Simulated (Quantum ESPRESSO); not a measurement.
# CdTe (F-43m) in Quantum ESPRESSO: reference runs

Aim: a first look at CdTe with PBE, on the cell as given and on a disturbed one.

Everything below comes from runs of Quantum ESPRESSO 7.5. Logs are shortened: lines on timing, memory, paths and dates and some standing lists are left out, and cuts for length are marked.

**What was measured.**

A printed reference work, data compilation reports, for a bulk crystal of CdTe at 0 K: band gap 1.607 eV.

How close the calculation comes is told below.

## (1) The structure

Symmetry: F-43m, No. 216, cubic system. The conventional cell has a = 6.410 Å, b = 6.410 Å, c = 6.410 Å, α = 90.00°, β = 90.00°, γ = 90.00°. Te (site symmetry -43m) is surrounded by 4 Cd at 2.78 Å. Cd (site symmetry -43m) is surrounded by 4 Te at 2.78 Å.

## (2) Single point, PBE

Input file pw.in:

```
&CONTROL
  calculation = 'scf'
  prefix = 'pwscf'
  outdir = './tmp'
  pseudo_dir = './pseudo'
  tprnfor = .true.
  tstress = .true.
  disk_io = 'low'
/
&SYSTEM
  ibrav = 0
  nat = 2
  ntyp = 2
  ecutwfc = 60
  ecutrho = 480
  nbnd = 15
  occupations = 'smearing'
  smearing = 'fd'
  degauss = 0.00367493
/
&ELECTRONS
  conv_thr = 4d-10
  electron_maxstep = 120
  mixing_beta = 0.5
/
ATOMIC_SPECIES
Te   127.6000 Te_pbe_v1.uspp.F.UPF
Cd   112.4140 Cd.pbe-dn-rrkjus_psl.0.3.1.UPF
CELL_PARAMETERS angstrom
   0.0000000000    3.2050000000    3.2050000000
   3.2050000000    0.0000000000    3.2050000000
   3.2050000000    3.2050000000    0.0000000000
ATOMIC_POSITIONS crystal
Te     0.7500000000    0.7500000000    0.7500000000
Cd     0.0000000000    0.0000000000    0.0000000000
K_POINTS automatic
7 7 7 0 0 0
```

Input file pp_density.in:

```
&INPUTPP
  prefix = 'pwscf'
  outdir = './tmp'
  filplot = 'density.dat'
  plot_num = 0
/
&PLOT
  nfile = 1
  filepp(1) = 'density.dat'
  iflag = 3
  output_format = 6
  fileout = 'density.cube'
/
```

Input file pp_potential.in:

```
&INPUTPP
  prefix = 'pwscf'
  outdir = './tmp'
  filplot = 'potential.dat'
  plot_num = 11
/
&PLOT
  nfile = 1
  filepp(1) = 'potential.dat'
  iflag = 3
  output_format = 6
  fileout = 'potential.cube'
/
```

Potentials or basis: SSSP 1.3 efficiency PBE.

Launch:

```
$ OMP_NUM_THREADS=1 pw.x -in pw.in > pw.out
$ OMP_NUM_THREADS=1 pp.x -in pp_density.in > pp_density.out
$ OMP_NUM_THREADS=1 pp.x -in pp_potential.in > pp_potential.out
```

pw.out:

```text
This program is part of the open-source Quantum ESPRESSO suite
     for quantum simulation of materials; please cite
         "P. Giannozzi et al., J. Phys.:Condens. Matter 21 395502 (2009);
         "P. Giannozzi et al., J. Phys.:Condens. Matter 29 465901 (2017);
         "P. Giannozzi et al., J. Chem. Phys. 152 154105 (2020);
     in publications or presentations arising from this work. More details at

     file Cd.pbe-dn-rrkjus_psl.0.3.1.UPF: wavefunction(s)  4D renormalized
     Message from routine setup:
     using ibrav=0 with symmetry is DISCOURAGED, use correct ibrav instead

     Subspace diagonalization in iterative solution of the eigenvalue problem:
     a serial algorithm will be used

     G-vector sticks info
     --------------------
     sticks:   dense  smooth     PW     G-vecs:    dense   smooth      PW
     Sum        2419    1213    361                79063    27941    4477

     Using Slab Decomposition

     bravais-lattice index     =            0
     lattice parameter (alat)  =       8.5653  a.u.
     unit-cell volume          =     444.3352 (a.u.)^3
     number of atoms/cell      =            2
     number of atomic types    =            2
     number of electrons       =        18.00
     number of Kohn-Sham states=           15
     kinetic-energy cutoff     =      60.0000  Ry
     charge density cutoff     =     480.0000  Ry
     scf convergence threshold =      4.0E-10
     mixing beta               =       0.5000
     number of iterations used =            8  plain     mixing
     Exchange-correlation= PBE
                           (   1   4   3   4   0   0   0)

     celldm(1)=   8.565287  celldm(2)=   0.000000  celldm(3)=   0.000000
     celldm(4)=   0.000000  celldm(5)=   0.000000  celldm(6)=   0.000000

     crystal axes: (cart. coord. in units of alat)
               a(1) = (   0.000000   0.707107   0.707107 )
               a(2) = (   0.707107   0.000000   0.707107 )
               a(3) = (   0.707107   0.707107   0.000000 )

     reciprocal axes: (cart. coord. in units 2 pi/alat)
               b(1) = ( -0.707107  0.707107  0.707107 )
               b(2) = (  0.707107 -0.707107  0.707107 )
               b(3) = (  0.707107  0.707107 -0.707107 )

     PseudoPot. # 1 for Te read from file:
     Te_pbe_v1.uspp.F.UPF
     Pseudo is Ultrasoft + core correction, Zval =  6.0
     Generated by new atomic code, or converted to UPF format
     Using radial grid of  891 points,  5 beta functions with:
                l(1) =   0
                l(2) =   0
                l(3) =   1
                l(4) =   1
                l(5) =   2
     Q(r) pseudized with  6 coefficients,  rinner =    1.800   1.800   1.800
                                                       1.800   1.800

     PseudoPot. # 2 for Cd read from file:
     Cd.pbe-dn-rrkjus_psl.0.3.1.UPF
     Pseudo is Ultrasoft + core correction, Zval = 12.0
     Generated using "atomic" code by A. Dal Corso  v.5.0.99 svn rev. 10869
     Using radial grid of 1239 points,  6 beta functions with:
                l(1) =   0
                l(2) =   0
                l(3) =   1
                l(4) =   1
                l(5) =   2
                l(6) =   2
     Q(r) pseudized with 0 coefficients

     atomic species   valence    mass     pseudopotential
     Te                6.00   127.60000     Te( 1.00)
     Cd               12.00   112.41400     Cd( 1.00)

     24 Sym. Ops. (no inversion) found

   Cartesian axes

     site n.     atom                  positions (alat units)
         1        Te     tau(   1) = (   1.0606602   1.0606602   1.0606602  )
         2        Cd     tau(   2) = (   0.0000000   0.0000000   0.0000000  )

     number of k points=    20  Fermi-Dirac smearing, width (Ry)=  0.0037
                       cart. coord. in units 2pi/alat
        k(    1) = (   0.0000000   0.0000000   0.0000000), wk =   0.0058309
        k(    2) = (   0.1010153   0.1010153  -0.1010153), wk =   0.0466472
        k(    3) = (   0.2020305   0.2020305  -0.2020305), wk =   0.0466472
        k(    4) = (   0.3030458   0.3030458  -0.3030458), wk =   0.0466472
        k(    5) = (   0.2020305   0.0000000   0.0000000), wk =   0.0349854
        k(    6) = (   0.3030458   0.1010153  -0.1010153), wk =   0.1399417
        k(    7) = (   0.4040610   0.2020305  -0.2020305), wk =   0.1399417
        k(    8) = (  -0.2020305  -0.4040610   0.4040610), wk =   0.1399417
        k(    9) = (  -0.1010153  -0.3030458   0.3030458), wk =   0.1399417
        k(   10) = (  -0.0000000  -0.2020305   0.2020305), wk =   0.0699708
        k(   11) = (   0.4040610   0.0000000   0.0000000), wk =   0.0349854
        k(   12) = (   0.5050763   0.1010153  -0.1010153), wk =   0.1399417
        k(   13) = (  -0.1010153  -0.5050763   0.5050763), wk =   0.1399417
        k(   14) = (   0.0000000  -0.4040610   0.4040610), wk =   0.0699708
        k(   15) = (   0.6060915   0.0000000   0.0000000), wk =   0.0349854
        k(   16) = (   0.0000000  -0.6060915   0.6060915), wk =   0.0699708
        k(   17) = (   0.4040610   0.2020305   0.0000000), wk =   0.1399417
        k(   18) = (  -0.2020305  -0.4040610   0.6060915), wk =   0.2798834
        k(   19) = (  -0.1010153  -0.5050763   0.7071068), wk =   0.1399417
        k(   20) = (   0.0000000  -0.4040610   0.6060915), wk =   0.1399417

     Dense  grid:    79063 G-vectors     FFT dimensions: (  60,  60,  60)

     Smooth grid:    27941 G-vectors     FFT dimensions: (  45,  45,  45)

     Initial potential from superposition of free atoms

     starting charge      17.9949, renormalised to      18.0000
     Starting wfcs are   13 randomized atomic wfcs +    2 random wfcs

     Self-consistent Calculation

     iteration #  1     ecut=    60.00 Ry     beta= 0.50
     Davidson diagonalization with overlap
     ethr =  1.00E-02,  avg # of iterations =  5.3

     Threshold (ethr) on eigenvalues was too large:
     Diagonalizing with lowered threshold

     Davidson diagonalization with overlap
     ethr =  2.42E-04,  avg # of iterations =  4.0

     total energy              =    -148.79562413 Ry
     estimated scf accuracy    <       0.04713818 Ry

     iteration #  2     ecut=    60.00 Ry     beta= 0.50
     Davidson diagonalization with overlap
     ethr =  2.62E-04,  avg # of iterations =  2.0

     total energy              =    -148.80617609 Ry
     estimated scf accuracy    <       0.00566194 Ry

     iteration #  3     ecut=    60.00 Ry     beta= 0.50
     Davidson diagonalization with overlap
     ethr =  3.15E-05,  avg # of iterations =  4.5

     total energy              =    -148.80707716 Ry
     estimated scf accuracy    <       0.00065743 Ry

     iteration #  4     ecut=    60.00 Ry     beta= 0.50
     Davidson diagonalization with overlap
     ethr =  3.65E-06,  avg # of iterations =  5.0

     total energy              =    -148.80718333 Ry
     estimated scf accuracy    <       0.00007078 Ry

     iteration #  5     ecut=    60.00 Ry     beta= 0.50
     Davidson diagonalization with overlap
     ethr =  3.93E-07,  avg # of iterations =  2.2

     total energy              =    -148.80720460 Ry
     estimated scf accuracy    <       0.00000497 Ry

     iteration #  6     ecut=    60.00 Ry     beta= 0.50
     Davidson diagonalization with overlap
     ethr =  2.76E-08,  avg # of iterations =  3.0

     total energy              =    -148.80720699 Ry
     estimated scf accuracy    <       0.00000092 Ry

     iteration #  7     ecut=    60.00 Ry     beta= 0.50
     Davidson diagonalization with overlap
     ethr =  5.12E-09,  avg # of iterations =  2.4

     total energy              =    -148.80720738 Ry
     estimated scf accuracy    <       0.00000002 Ry

     iteration #  8     ecut=    60.00 Ry     beta= 0.50
     Davidson diagonalization with overlap
     ethr =  9.52E-11,  avg # of iterations =  4.9

     total energy              =    -148.80720744 Ry
     estimated scf accuracy    <       0.00000002 Ry

     iteration #  9     ecut=    60.00 Ry     beta= 0.50
     Davidson diagonalization with overlap
     ethr =  9.41E-11,  avg # of iterations =  2.0

     End of self-consistent calculation

          k = 0.0000 0.0000 0.0000 (  3479 PWs)   bands (ev):

    -5.9800  -2.9065  -2.9065  -2.9065  -2.6151  -2.6151   5.4067   5.4067
     5.4067   6.2745   9.9362   9.9362   9.9362  13.1504  14.8641

          k = 0.1010 0.1010-0.1010 (  3518 PWs)   bands (ev):

    -5.8980  -2.8904  -2.8904  -2.8448  -2.6158  -2.6158   3.9287   5.2173
     5.2173   7.2364  10.0145  10.2239  10.2239  14.0447  14.0465

          k = 0.2020 0.2020-0.2020 (  3482 PWs)   bands (ev):

    -5.7117  -2.8582  -2.8582  -2.6292  -2.6122  -2.6122   2.1769   4.8561
     4.8561   7.4065  10.5734  10.5734  11.2179  13.7805  14.0714

          k = 0.3030 0.3030-0.3030 (  3486 PWs)   bands (ev):

    -5.5631  -2.8380  -2.8380  -2.6027  -2.6027  -2.3085   0.9602   4.6089
     4.6089   7.2538  10.5596  10.5596  12.4840  13.9664  15.3934

          k = 0.2020 0.0000 0.0000 (  3499 PWs)   bands (ev):

    -5.8708  -2.8745  -2.8745  -2.8464  -2.6241  -2.6071   3.9274   4.8970
     4.8970   7.7611   9.2010  10.7136  10.7136  12.8883  14.5581

          k = 0.3030 0.1010-0.1010 (  3497 PWs)   bands (ev):

    -5.7197  -2.8504  -2.8394  -2.7082  -2.6050  -2.6000   2.6120   4.4848
     4.4974   8.2117   9.3705  11.0768  11.2905  13.0194  14.9792

          k = 0.4041 0.2020-0.2020 (  3508 PWs)   bands (ev):

    -5.5598  -2.8293  -2.8156  -2.6372  -2.5955  -2.3519   1.3197   4.0043
     4.2987   8.1035  10.0399  11.2662  11.6178  14.2450  15.2207

          k =-0.2020-0.4041 0.4041 (  3488 PWs)   bands (ev):

    -5.5114  -2.8219  -2.8152  -2.6149  -2.6043  -2.1993   0.8975   3.7188
     4.4007   8.0630  10.1815  11.0195  12.6493  14.4084  15.1398

          k =-0.1010-0.3030 0.3030 (  3483 PWs)   bands (ev):

    -5.6086  -2.8373  -2.8295  -2.6208  -2.6175  -2.4533   1.6984   3.7896
     4.7509   8.1547  10.4358  10.8042  11.3361  13.5671  14.7821

          k =-0.0000-0.2020 0.2020 (  3495 PWs)   bands (ev):

    -5.7813  -2.8721  -2.8566  -2.7428  -2.6240  -2.6026   2.9985   4.3543
     5.1368   7.9541   9.9426  10.3958  10.8980  13.2326  14.2436

          k = 0.4041 0.0000 0.0000 (  3495 PWs)   bands (ev):

    -5.6252  -2.7972  -2.7972  -2.7259  -2.5890  -2.5379   2.2936   4.0391
     4.0391   8.2182   8.6935  12.3965  12.3965  12.4223  15.5634

          k = 0.5051 0.1010-0.1010 (  3481 PWs)   bands (ev):

    -5.5020  -2.7833  -2.7662  -2.6942  -2.5844  -2.3077   1.4846   3.4544
     3.8014   8.2606   9.0153  11.9540  12.7790  14.4580  16.2551

          k =-0.1010-0.5051 0.5051 (  3481 PWs)   bands (ev):

    -5.4438  -2.7911  -2.7650  -2.6550  -2.5966  -2.0879   1.0402   2.8416
     3.9054   8.3541  10.2272  12.0816  12.3659  13.9356  15.3188

          k = 0.0000-0.4041 0.4041 (  3476 PWs)   bands (ev):

    -5.4902  -2.8048  -2.7943  -2.6267  -2.6161  -2.1980   1.2839   2.8289
     4.3010   8.5842  10.6205  11.6672  11.6898  13.8655  14.1789

          k = 0.6061 0.0000 0.0000 (  3475 PWs)   bands (ev):

    -5.4341  -2.7351  -2.7291  -2.7291  -2.5746  -2.1792   1.1143   3.4907
     3.4907   7.8951   8.1749  14.0061  14.3000  14.3000  16.1892

          k = 0.0000-0.6061 0.6061 (  3464 PWs)   bands (ev):

    -5.4090  -2.7579  -2.7283  -2.6968  -2.5805  -2.0623   0.9616   3.0389
     3.5319   8.0605   8.7782  13.5010  13.8959  14.4235  16.0493

          k = 0.4041 0.2020 0.0000 (  3491 PWs)   bands (ev):

    -5.5827  -2.8178  -2.8059  -2.6669  -2.5974  -2.4381   1.8646   3.5236
     4.3070   8.8083   9.4111  10.7528  12.2296  13.4481  16.0242

          k =-0.2020-0.4041 0.6061 (  3489 PWs)   bands (ev):

    -5.4757  -2.8004  -2.7860  -2.6423  -2.6022  -2.1646   1.1394   3.0813
     3.9605   8.9161   9.9492  11.0473  12.6988  13.7858  15.6027

          k =-0.1010-0.5051 0.7071 (  3467 PWs)   bands (ev):

    -5.4298  -2.7614  -2.7587  -2.6780  -2.5889  -2.1008   1.1071   3.1050
     3.3864   8.8545   8.9859  11.8210  13.5285  14.5623  16.3947

          k = 0.0000-0.4041 0.6061 (  3485 PWs)   bands (ev):

    -5.4190  -2.7767  -2.7592  -2.6494  -2.6060  -2.0235   1.0520   2.7338
     3.4617   9.0988  10.2328  11.3731  12.1584  14.4612  15.7698

     the Fermi energy is     5.8713 ev

!    total energy              =    -148.80720746 Ry
     estimated scf accuracy    <          2.4E-11 Ry
     smearing contrib. (-TS)   =      -0.00000013 Ry
     internal energy E=F+TS    =    -148.80720732 Ry

     The total energy is F=E-TS. E is the sum of the following terms:
     one-electron contribution =     -54.85725892 Ry
     hartree contribution      =      41.10888932 Ry
     xc contribution           =     -57.39494490 Ry
     ewald contribution        =     -77.66389282 Ry

     convergence has been achieved in   9 iterations

     Forces acting on atoms (cartesian axes, Ry/au):

     atom    1 type  1   force =     0.00000000   -0.00000000   -0.00000000
     atom    2 type  2   force =    -0.00000000    0.00000000    0.00000000

     Total force =     0.000000     Total SCF correction =     0.000000

     Computing stress (Cartesian axis) and pressure

          total   stress  (Ry/bohr**3)                   (kbar)     P=       43.95
   0.00029879  -0.00000000   0.00000000           43.95       -0.00        0.00
  -0.00000000   0.00029879   0.00000000           -0.00       43.95        0.00
  -0.00000000   0.00000000   0.00029879           -0.00        0.00       43.95

=------------------------------------------------------------------------------=
   JOB DONE.
=------------------------------------------------------------------------------=
```

Run time: 27 s. Hardware: 1 thread of Intel Xeon 6975P-C (Granite Rapids), shared host; peak memory 0.34 GiB.

What came out:

| Quantity | Value |
| --- | --- |
| Free energy | -2024.6252 eV |
| Pressure | 4.4 GPa |
| Band gap on the k mesh | 0.87 eV, direct |

Caveat: spin-orbit coupling is left out, which moves the levels of the heavy elements.

## (3) Single point, PBE (atoms moved at random, drawn with an rms of 0.05 Å)

pw.in, as its differences from that of step 2:

```diff
@@ -7,3 +7,3 @@
   tstress = .true.
-  disk_io = 'low'
+  disk_io = 'nowf'
 /
@@ -33,4 +33,4 @@
 ATOMIC_POSITIONS crystal
-Te     0.7500000000    0.7500000000    0.7500000000
-Cd     0.0000000000    0.0000000000    0.0000000000
+Te     0.7430070000    0.7410670000    0.7510590000
+Cd     0.0049460000    0.0017800000   -0.0076110000
 K_POINTS automatic
```

Potentials or basis: SSSP 1.3 efficiency PBE.

Launch:

```
$ OMP_NUM_THREADS=1 pw.x -in pw.in > pw.out
```

It took 1.8 min on 1 thread of Intel Xeon 6975P-C (Granite Rapids), shared host; peak memory 0.46 GiB.

Results (log left out):

```
Free energy            : -2024.6104 eV
Pressure               : 4.5 GPa
Largest force          : 0.400 eV/Å
Band gap on the k mesh : 0.82 eV, direct
```

Forces in eV/Å, atoms in the order of the input:
```
Te   0.022  0.049  0.396
Cd  -0.022 -0.049 -0.396
```

Stress tensor (GPa, compression positive):
```
 4.54 -1.45 -0.19
-1.45  4.54 -0.10
-0.19 -0.10  4.42
```

Levels at points of the mesh, in eV from the valence-band top:
```tsv
k point	band 6	band 7	band 8	band 9	band 10	band 11	band 12	band 13
(0.00, 0.00, 0.00)	-8.08	-0.12	-0.05	0.00	0.82	4.44	4.48	4.54
```

Caveat: spin-orbit coupling is left out, which moves the levels of the heavy elements.

## (4) Comparison with measurements

Step 2. A measured gap of CdTe is 1.607 eV (0 K; a printed reference work, data compilation); the calculated 0.87 eV misses it by -0.74 eV. Spin-orbit coupling on Cd, Te is left out. The value is that of PBE, without temperature or zero-point motion. Semilocal functionals fall short of measured gaps as a rule.
